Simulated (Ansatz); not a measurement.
Wanted: the native input for an Ansatz 0.2.0 run.

```
Task                                : band structure
Functional                          : PBE
Potentials or basis                 : Ansatz PAW
Cutoff                              : 420 eV (not typed: the program's choice for these potentials)
k mesh                              : 11 × 11 × 11
Occupations                         : fermi-dirac, width 0.05 eV
Spin                                : no spin polarisation
Path                                : [["G", "X", "W", "K", "G", "L", "U", "W", "L", "K"], ["U", "X"]]
Points for each segment of the path : 14
```

The system is Al.

```
CELL_PARAMETERS angstrom
0.00000 2.02481 2.02481
2.02481 0.00000 2.02481
2.02481 2.02481 0.00000
ATOMIC_POSITIONS crystal
Al 0.00000 0.00000 0.00000
```

One way to write it, as run:

input.yaml

```yaml
crystal:
  lattice:
    - [0.0, 2.024805, 2.024805]
    - [2.024805, 0.0, 2.024805]
    - [2.024805, 2.024805, 0.0]
  atoms:
    - { symbol: Al, position: [0.0, 0.0, 0.0] }
hamiltonian:
  xc: pbe
  pseudopotentials: { kind: paw }
kpoints:
  mp_grid: { grid: [11, 11, 11] }
  band_path:
    path:
      - [[0.0, 0.0, 0.0], [0.5, 0.0, 0.5], [0.5, 0.25, 0.75], [0.375, 0.375, 0.75], [0.0, 0.0, 0.0], [0.5, 0.5, 0.5], [0.625, 0.25, 0.625], [0.5, 0.25, 0.75], [0.5, 0.5, 0.5], [0.375, 0.375, 0.75]]
      - [[0.625, 0.25, 0.625], [0.5, 0.0, 0.5]]
    npoints: 14
scf:
  occupations: { method: fermi_dirac, width: 0.05 }
  n_extra_bands: 6
output:
  forces: true
  stress: true
  eigenvalues: true
  fatbands: true
  write_density: true
  write_potential: true
  elf: true
  volumetric_format: npy
```

Potentials or basis: Ansatz PAW.

Command:

```bash
$ ansatz run input.yaml --threads 2 --pin off --max-ram 5120MiB --backend cpu --events-out ev --progress --plain --runs-dir out
```

Results of the run:

```
Pressure               : -0.4 GPa
Band gap on the k mesh : none (metal or under the smearing width)
```

It took 1.1 s on 2 threads of Arm Neoverse N1, with other jobs on the host, peak memory 0.24 GiB.
